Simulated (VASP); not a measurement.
# BN (d3) (F-43m) in VASP: notebook

The runs below take BN (d3) through single point, with PBE+D3(BJ).

Program: VASP 6.6.1. These are calculated values, not measurements. Logs are shortened: lines on timing, memory, paths and dates and some standing lists are left out, and cuts for length are marked.

**Measured values to compare with.**

A printed reference work, monograph reports, for a bulk crystal of BN at 300 K: band gap 6.4 eV (indirect).

The results are compared with them further down.

### 1 The cell of the first run

The structure is cubic, space group F-43m (No. 216). Conventional cell: a = 3.615 Å, b = 3.615 Å, c = 3.615 Å, α = 90.00°, β = 90.00°, γ = 90.00°. Within 2.1 Å of B (site symmetry -43m) lie 4 N at 1.57 Å. Within 2.1 Å of N (site symmetry -43m) lie 4 B at 1.57 Å.

### 2 Single point, PBE+D3(BJ)

INCAR reads:

```
PREC = Accurate
ENCUT = 600
EDIFF = 1E-6
ISMEAR = 0
SIGMA = 0.1
LREAL = F
LASPH = T
NELM = 120
ALGO = Normal
ISIF = 2
LWAVE = F
LCHARG = T
GGA = PE
IVDW = 12
LELF = T
LVHAR = T
NBANDS = 11
GGA_COMPAT = F
```

KPOINTS reads:

```
Automatic mesh
0
Gamma
  8 8 8
```

POSCAR reads:

```
BN
1.0
    0.0000000000      1.8075000000      1.8075000000
    1.8075000000      0.0000000000      1.8075000000
    1.8075000000      1.8075000000      0.0000000000
B N
1 1
Direct
    0.0000000000      0.0000000000      0.0000000000
    0.2500000000      0.2500000000      0.2500000000
```

Potentials or basis: VASP PAW PBE potentials, release 64 (B, N).

Started as:

```
cat potpaw_PBE.64/B/POTCAR potpaw_PBE.64/N/POTCAR > POTCAR
mpirun -np 1 vasp_std > vasp.out
```

OUTCAR:

```text
PREC = Accurate
   ENCUT = 600
   EDIFF = 1E-6
   ISMEAR = 0
   LREAL = F
   LASPH = T
   NELM = 120
   ISIF = 2
   GGA = PE
   IVDW = 12
 IVDW          = 12

 ion  position               nearest neighbor table
   1  0.000  0.000  0.000-   2 1.57   2 1.57   2 1.57   2 1.57
   2  0.250  0.250  0.250-   1 1.57   1 1.57   1 1.57   1 1.57

  LATTYP: Found a face centered cubic cell.
 ALAT       =     3.6150000000

  Lattice vectors:

 A1 = (   0.0000000000,   1.8075000000,   1.8075000000)
 A2 = (   1.8075000000,   0.0000000000,   1.8075000000)
 A3 = (   1.8075000000,   1.8075000000,   0.0000000000)

Analysis of symmetry for initial positions (statically):
=====================================================================
 Subroutine PRICEL returns:
 Original cell was already a primitive cell.

 Routine SETGRP: Setting up the symmetry group for a
 face centered cubic supercell.

 Subroutine GETGRP returns: Found 24 space group operations
 (whereof 24 operations were pure point group operations)
 out of a pool of 48 trial point group operations.

The static configuration has the point symmetry T_d .

Analysis of symmetry for dynamics (positions and initial velocities):
=====================================================================
 Subroutine PRICEL returns:
 Original cell was already a primitive cell.

 Routine SETGRP: Setting up the symmetry group for a
 face centered cubic supercell.

 Subroutine GETGRP returns: Found 24 space group operations
 (whereof 24 operations were pure point group operations)
 out of a pool of 48 trial point group operations.

The dynamic configuration has the point symmetry T_d .

 Subroutine INISYM returns: Found 24 space group operations
 (whereof 24 operations are pure point group operations),
 and found     1 'primitive' translations

----------------------------------------------------------------------------------------

                                     Primitive cell

  volume of cell :      11.8104

  direct lattice vectors                    reciprocal lattice vectors
     0.000000000  1.807500000  1.807500000    -0.276625173  0.276625173  0.276625173
     1.807500000  0.000000000  1.807500000     0.276625173 -0.276625173  0.276625173
     1.807500000  1.807500000  0.000000000     0.276625173  0.276625173 -0.276625173

  length of vectors
     2.556191014  2.556191014  2.556191014     0.479128854  0.479128854  0.479128854

  position of ions in fractional coordinates (direct lattice)
     0.000000000  0.000000000  0.000000000
     0.250000000  0.250000000  0.250000000

  ion indices of the primitive-cell ions
   primitive index   ion index
                 1           1
                 2           2

----------------------------------------------------------------------------------------

 KPOINTS: Automatic mesh

Automatic generation of k-mesh.
 Grid dimensions read from file:
 generate k-points for:    8    8    8

 Generating k-lattice:

  Cartesian coordinates                     Fractional coordinates (reciprocal lattice)
    -0.034578147  0.034578147  0.034578147     0.125000000  0.000000000  0.000000000
     0.034578147 -0.034578147  0.034578147     0.000000000  0.125000000  0.000000000
     0.034578147  0.034578147 -0.034578147     0.000000000  0.000000000  0.125000000

  Length of vectors
     0.059891107  0.059891107  0.059891107

  Shift w.r.t. Gamma in fractional coordinates (k-lattice)
     0.000000000  0.000000000  0.000000000

 Subroutine IBZKPT returns following result:
 ===========================================

 Found     29 irreducible k-points:

 Following reciprocal coordinates:
            Coordinates               Weight
  0.000000  0.000000  0.000000      1.000000
  0.125000  0.000000  0.000000      8.000000
  0.250000  0.000000  0.000000      8.000000
  0.375000  0.000000  0.000000      8.000000
  0.500000  0.000000  0.000000      4.000000
  0.125000  0.125000  0.000000      6.000000
[... 16 lines left out ...]
  0.500000  0.250000  0.125000     48.000000
 -0.375000  0.250000  0.125000     24.000000
 [... further k-points ...]
   k-points           NKPTS =     29   k-points in BZ     NKDIM =     29   number of bands    NBANDS=     11
   number of dos      NEDOS =    301   number of ions     NIONS =      2
   total plane-waves  NPLWV =   8000
   dimension x,y,z NGX =    20 NGY =   20 NGZ =   20
   dimension x,y,z NGXF=    40 NGYF=   40 NGZF=   40
   ions per type =               1   1
   NGX,Y,Z   is equivalent  to a cutoff of  13.01, 13.01, 13.01 a.u.
   NGXF,Y,Z  is equivalent  to a cutoff of  26.01, 26.01, 26.01 a.u.
 SYSTEM =  unknown system
   PREC   = accura    normal or accurate (medium, high low for compatibility)
   ISTART =      0    job   : 0-new  1-cont  2-samecut
   ICHARG =      2    charge: 1-file 2-atom 10-const
   ISPIN  =      1    spin polarized calculation?
   LNONCOLLINEAR =      F non collinear calculations
   LSORBIT =      F    spin-orbit coupling
[... 36 lines left out ...]
  energy-cutoff  :      600.00
  volume of cell :       11.81
 maximum number of plane-waves:       411
   NGX = 11   NGY = 11   NGZ = 11

 number of electron       7.9999999 magnetization

 Free energy of the ion-electron system (eV)
  ---------------------------------------------------
  ext. energy  EPLUGINS =         0.00000000
  ---------------------------------------------------
  free energy    TOTEN  =       -17.45315795 eV

  energy without entropy =      -17.45315795  energy(sigma->0) =      -17.45315795

 E-fermi :   7.9942     XC(G=0): -12.8221

 val. band max:        7.4027451042   @ k =   0.0000   0.0000   0.0000
 cond. band min:      11.8620848926   @ k =   0.5000   0.5000   0.0000
 fundamental gap:      4.4593397884
 Fermi energy:         7.9942384961

 k-point     1 :       0.0000    0.0000    0.0000
  band No.  band energies     occupation
      1     -12.8281      2.00000
      2       7.4027      2.00000
      3       7.4027      2.00000
      4       7.4027      2.00000
      5      16.2224      0.00000
      6      16.2224      0.00000
      7      16.2224      0.00000
      8      17.7527      0.00000
      9      32.1550      0.00000
     10      35.1689      0.00000
     11      35.1689      0.00000

 k-point     2 :       0.1250    0.0000    0.0000
  band No.  band energies     occupation
      1     -12.4492      2.00000
      2       5.5272      2.00000
      3       7.0226      2.00000
      4       7.0226      2.00000
      5      16.5919      0.00000
      6      16.7932      0.00000
      7      16.7932      0.00000
      8      18.9347      0.00000
      9      31.7034      0.00000
     10      32.0529      0.00000
     11      32.0529      0.00000

 k-point     3 :       0.2500    0.0000    0.0000
  band No.  band energies     occupation
      1     -11.3494      2.00000
      2       1.9246      2.00000
      3       6.2749      2.00000
      4       6.2749      2.00000
      5      17.0495      0.00000
      6      17.7419      0.00000
      7      17.7419      0.00000
      8      20.9737      0.00000
      9      30.8521      0.00000
     10      31.0018      0.00000
     11      31.0018      0.00000

 k-point     4 :       0.3750    0.0000    0.0000
  band No.  band energies     occupation
      1      -9.7254      2.00000
      2      -1.5266      2.00000
      3       5.6791      2.00000
      4       5.6791      2.00000
      5      17.4127      0.00000
      6      18.1049      0.00000
      7      18.1049      0.00000
      8      22.2605      0.00000
      9      30.6534      0.00000
     10      32.5313      0.00000
     11      32.5313      0.00000
[... 239 lines left out ...]
 k-point    22 :       0.3750    0.2500    0.1250
  band No.  band energies     occupation
      1     -10.4124      2.00000
      2       1.7001      2.00000
      3       3.4639      2.00000
      4       5.3810      2.00000
      5      15.9719      0.00000
      6      19.2652      0.00000
      7      20.0098      0.00000
      8      20.7269      0.00000
      9      26.8865      0.00000
     10      33.0951      0.00000
     11      34.7421      0.00000

 k-point    23 :       0.5000    0.2500    0.1250
  band No.  band energies     occupation
      1      -8.8958      2.00000
      2      -0.8205      2.00000
      3       2.6501      2.00000
      4       4.4547      2.00000
      5      16.7923      0.00000
      6      18.7723      0.00000
      7      21.1389      0.00000
      8      22.0443      0.00000
      9      27.4990      0.00000
     10      32.6219      0.00000
     11      34.9027      0.00000

 k-point    24 :      -0.3750    0.2500    0.1250
  band No.  band energies     occupation
      1      -7.9090      2.00000
      2      -2.2931      2.00000
      3       2.5775      2.00000
      4       3.9525      2.00000
      5      16.9927      0.00000
      6      18.5807      0.00000
      7      21.7754      0.00000
      8      23.1759      0.00000
      9      26.8638      0.00000
     10      33.2438      0.00000
     11      34.8891      0.00000

 [... further k-points ...]

------------------------ aborting loop because EDIFF is reached ----------------------------------------

 Edisp (eV)   -0.41837

 E8    (eV) :    -0.1237

  FORCE on cell =-STRESS in cart. coord.  units (eV):
  Direction    XX          YY          ZZ          XY          YZ          ZX
  --------------------------------------------------------------------------------------
  -------------------------------------------------------------------------------------
  Total      -0.19581    -0.19581    -0.19581     0.00000     0.00000    -0.00000
  in kB     -26.56320   -26.56320   -26.56320     0.00000     0.00000    -0.00000
  external pressure =      -26.56 kB  Pullay stress =        0.00 kB

 VOLUME and BASIS-vectors are now :
 -----------------------------------------------------------------------------
  energy-cutoff  :      600.00
  volume of cell :       11.81
      direct lattice vectors                 reciprocal lattice vectors
     0.000000000  1.807500000  1.807500000    -0.276625173  0.276625173  0.276625173
     1.807500000  0.000000000  1.807500000     0.276625173 -0.276625173  0.276625173
     1.807500000  1.807500000  0.000000000     0.276625173  0.276625173 -0.276625173

 POSITION                                       TOTAL-FORCE (eV/Angst)
 -----------------------------------------------------------------------------------
      0.00000      0.00000      0.00000        -0.000000      0.000000      0.000000
      0.90375      0.90375      0.90375         0.000000     -0.000000     -0.000000
 -----------------------------------------------------------------------------------
    total drift:                                0.000000      0.000000      0.000000

  FREE ENERGIE OF THE ION-ELECTRON SYSTEM (eV)
  ---------------------------------------------------
  free  energy   TOTEN  =       -17.8715246717 eV

  energy  without entropy=      -17.8715246717  energy(sigma->0) =      -17.87152467
```

Wall time 4.6 s (1 thread of Intel Xeon 6975P-C, shared host); peak memory 0.13 GiB.

Results:

```yaml
Free_energy: -17.8715 eV
Pressure: -2.7 GPa
Band_gap_on_the_k_mesh: 4.46 eV, indirect (least direct gap 8.82 eV)
Dispersion_energy_per_atom: -0.209 eV
```

### 3 Single point, PBE+D3(BJ) (volume scaled by 0.91)

INCAR reads:

```
SYSTEM = BN
  ALGO = Normal
  EDIFF = 1E-6
  ENCUT = 600
  GGA = PE
  GGA_COMPAT = .FALSE.
  ISIF = 2
  ISMEAR = 0
  IVDW = 12
  LASPH = .TRUE.
  LCHARG = .FALSE.
  LREAL = .FALSE.
  LWAVE = .FALSE.
  NBANDS = 11
  NELM = 120
  PREC = Accurate
  SIGMA = 0.02
```

KPOINTS reads:

```
k-points
0
G
  12 12 12
  0 0 0
```

POSCAR reads:

```
BN
1.0
    0.0000000000      1.7474469419      1.7474469419
    1.7474469419      0.0000000000      1.7474469419
    1.7474469419      1.7474469419      0.0000000000
B N
1 1
Direct
    0.0000000000      0.0000000000      0.0000000000
    0.2500000000      0.2500000000      0.2500000000
```

Potentials or basis: VASP PAW PBE potentials, release 64 (B, N).

Started as:

```
cat potpaw_PBE.64/B/POTCAR potpaw_PBE.64/N/POTCAR > POTCAR
mpirun -np 1 vasp_std > vasp.out
```

It took 6.5 s on 1 thread of Intel Xeon 6975P-C, shared host; peak memory 0.14 GiB.

The run converged. Its results:

```
Free energy                : -17.7371 eV
Pressure                   : 43.0 GPa
Band gap on the k mesh     : 4.56 eV, indirect (least direct gap 9.30 eV)
Dispersion energy per atom : -0.232 eV
```

Levels at points of the mesh, in eV from the valence-band top:
```
           k point  band 2  band 3  band 4  band 5  band 6  band 7
(0.00, 0.00, 0.00)    0.00    0.00    0.00    9.30    9.30    9.30
(0.50, 0.00, 0.00)  -11.66   -2.14   -2.14   11.26   11.26   11.51
(0.50, 0.50, 0.00)   -9.61   -5.43   -5.43    4.56    9.80   19.53
```

Caveat: the cell differs from its parent crystal (volume scaled by 0.91). A k mesh can miss the band edges.

### 4 Single point, PBE+D3(BJ)

This run uses another cell than the first one, of 5.86 Å³/atom, 0.993 times its volume.

INCAR reads:

```
SYSTEM = BN
PREC = Accurate
ENCUT = 600
EDIFF = 1E-6
ISMEAR = 0
SIGMA = 0.02
LREAL = .FALSE.
LASPH = .TRUE.
NELM = 120
ALGO = Normal
ISIF = 2
LWAVE = .FALSE.
LCHARG = .FALSE.
GGA = PE
IVDW = 12
NBANDS = 11
GGA_COMPAT = .FALSE.
```

KPOINTS reads:

```
regular mesh
0
G
  12 12 12
  0 0 0
```

POSCAR reads:

```
BN
1.0
    0.0000000000      1.8032538466      1.8032538466
    1.8032538466      0.0000000000      1.8032538466
    1.8032538466      1.8032538466      0.0000000000
B N
1 1
Direct
    0.0000000000      0.0000000000      0.0000000000
    0.2500000000      0.2500000000      0.2500000000
```

Started as:

```
cat potpaw_PBE.64/B/POTCAR potpaw_PBE.64/N/POTCAR > POTCAR
mpirun -np 1 vasp_std > vasp.out
```

It took 6.7 s on 1 thread of Intel Xeon 6975P-C, shared host; peak memory 0.14 GiB.

The run converged. Its results:

* Free energy: -17.8722 eV
* Pressure: 0.0 GPa
* Band gap on the k mesh: 4.47 eV, indirect (least direct gap 8.85 eV)
* Dispersion energy per atom: -0.211 eV

Levels at points of the mesh, in eV from the valence-band top:
| k point | band 1 | band 2 | band 3 | band 4 | band 5 | band 6 | band 7 | band 8 |
| --- | --- | --- | --- | --- | --- | --- | --- | --- |
| (0.00, 0.00, 0.00) | -20.31 | 0.00 | 0.00 | 0.00 | 8.85 | 8.85 | 8.85 | 10.46 |
| (0.50, 0.00, 0.00) | -16.06 | -10.76 | -1.95 | -1.95 | 10.24 | 10.74 | 10.74 | 15.33 |
| (0.50, 0.50, 0.00) | -14.68 | -8.96 | -4.94 | -4.94 | 4.47 | 9.27 | 18.03 | 18.03 |

### 5 Single point, PBE+D3(BJ) (volume scaled by 0.97)

INCAR reads:

```
  PREC = Accurate
  ENCUT = 600
  EDIFF = 1E-6
  ISMEAR = 0
  SIGMA = 0.02
  LREAL = F
  LASPH = T
  NELM = 120
  ALGO = Normal
  ISIF = 2
  LWAVE = F
  LCHARG = F
  GGA = PE
  IVDW = 12
  NBANDS = 11
  GGA_COMPAT = F
```

KPOINTS reads:

```
Automatic mesh
0
Gamma
  12 12 12
```

POSCAR reads:

```
BN
1.0
    0.0000000000      1.7850379159      1.7850379159
    1.7850379159      0.0000000000      1.7850379159
    1.7850379159      1.7850379159      0.0000000000
B N
1 1
Direct
    0.0000000000      0.0000000000      0.0000000000
    0.2500000000      0.2500000000      0.2500000000
```

Started as:

```
cat potpaw_PBE.64/B/POTCAR potpaw_PBE.64/N/POTCAR > POTCAR
mpirun -np 1 vasp_std > vasp.out
```

Wall time 6.9 s (1 thread of Intel Xeon 6975P-C, shared host); peak memory 0.14 GiB.

It converged, with:

```yaml
Free_energy: -17.8579 eV
Pressure: 12.4 GPa
Band_gap_on_the_k_mesh: 4.50 eV, indirect (least direct gap 9.00 eV)
Dispersion_energy_per_atom: -0.217 eV
```

Levels at points of the mesh, in eV from the valence-band top:
```tsv
k point	band 2	band 3	band 4	band 5	band 6	band 7
(0.00, 0.00, 0.00)	0.00	0.00	0.00	9.00	9.00	9.00
(0.50, 0.00, 0.00)	-11.04	-2.01	-2.01	10.64	10.91	10.91
(0.50, 0.50, 0.00)	-9.16	-5.09	-5.09	4.50	9.44	18.50
```

Caveat: the cell differs from its parent crystal (volume scaled by 0.97). A k mesh can miss the band edges.

### 6 Single point, PBE+D3(BJ) (volume scaled by 0.94)

INCAR reads:

```
SYSTEM = BN
PREC = Accurate ; ENCUT = 600
EDIFF = 1E-6 ; ISMEAR = 0
SIGMA = 0.02 ; LREAL = .FALSE.
LASPH = .TRUE. ; NELM = 120
ALGO = Normal ; ISIF = 2
LWAVE = .FALSE. ; LCHARG = .FALSE.
GGA = PE ; IVDW = 12
NBANDS = 11 ; GGA_COMPAT = .FALSE.
```

KPOINTS reads:

```
regular mesh
0
G
  12 12 12
  0 0 0
```

POSCAR reads:

```
BN
1.0
    0.0000000000      1.7664424186      1.7664424186
    1.7664424186      0.0000000000      1.7664424186
    1.7664424186      1.7664424186      0.0000000000
B N
1 1
Direct
    0.0000000000      0.0000000000      0.0000000000
    0.2500000000      0.2500000000      0.2500000000
```

Potentials or basis: VASP PAW PBE potentials, release 64 (B, N).

Started as:

```
cat potpaw_PBE.64/B/POTCAR potpaw_PBE.64/N/POTCAR > POTCAR
mpirun -np 1 vasp_std > vasp.out
```

It took 6.5 s on 1 thread of Intel Xeon 6975P-C, shared host; peak memory 0.14 GiB.

The run converged. Its results:

```
Free energy                : -17.8142 eV
Pressure                   : 26.6 GPa
Band gap on the k mesh     : 4.53 eV, indirect (least direct gap 9.15 eV)
Dispersion energy per atom : -0.224 eV
```

Levels at points of the mesh, in eV from the valence-band top:
```
           k point  band 1  band 2  band 3  band 4  band 5  band 6  band 7  band 8  band 9
(0.00, 0.00, 0.00)  -21.04    0.00    0.00    0.00    9.15    9.15    9.15   11.49   26.07
(0.50, 0.00, 0.00)  -16.48  -11.34   -2.07   -2.07   11.06   11.09   11.09   15.97   24.48
(0.50, 0.50, 0.00)  -15.02   -9.38   -5.26   -5.26    4.53    9.62   19.00   19.00   22.00
```

Caveat: the cell differs from its parent crystal (volume scaled by 0.94). A k mesh can miss the band edges.

### 7 The runs side by side

| cell | k mesh | smearing | gap on the mesh (eV) | pressure (GPa) |
| --- | --- | --- | --- | --- |
| a = 2.556 Å, angles 60.0°, 2 atoms | 8 × 8 × 8 | gaussian 0.1 eV | 4.46 | -2.7 |
| a = 2.471 Å, angles 60.0°, 2 atoms | 12 × 12 × 12 | gaussian 0.02 eV | 4.56 | 43.0 |
| a = 2.550 Å, angles 60.0°, 2 atoms | 12 × 12 × 12 | gaussian 0.02 eV | 4.47 | 0.0 |
| a = 2.524 Å, angles 60.0°, 2 atoms | 12 × 12 × 12 | gaussian 0.02 eV | 4.50 | 12.4 |
| a = 2.498 Å, angles 60.0°, 2 atoms | 12 × 12 × 12 | gaussian 0.02 eV | 4.53 | 26.6 |

Alike in all rows: task single point; level PBE+D3(BJ); potentials or basis VASP PAW PBE potentials, release 64 (B, N); no spin polarisation; cutoff (eV) 600.

Absolute energies hang on the potentials; compare differences alone.

### 8 Against experiment

Step 2. Against the measured gap of BN, 6.4 eV (indirect; 300 K; a printed reference work, monograph), the calculated 4.46 eV is off by -1.94 eV. The value is that of PBE+D3(BJ) on a finite k mesh, which can miss the band edges, without temperature or zero-point motion. Semilocal functionals fall short of measured gaps as a rule.

Step 4. A measured gap of BN is 6.4 eV (indirect; 300 K; a printed reference work, monograph); the calculated 4.47 eV misses it by -1.93 eV. The value is that of PBE+D3(BJ) on a finite k mesh, which can miss the band edges, without temperature or zero-point motion. Semilocal functionals fall short of measured gaps as a rule.
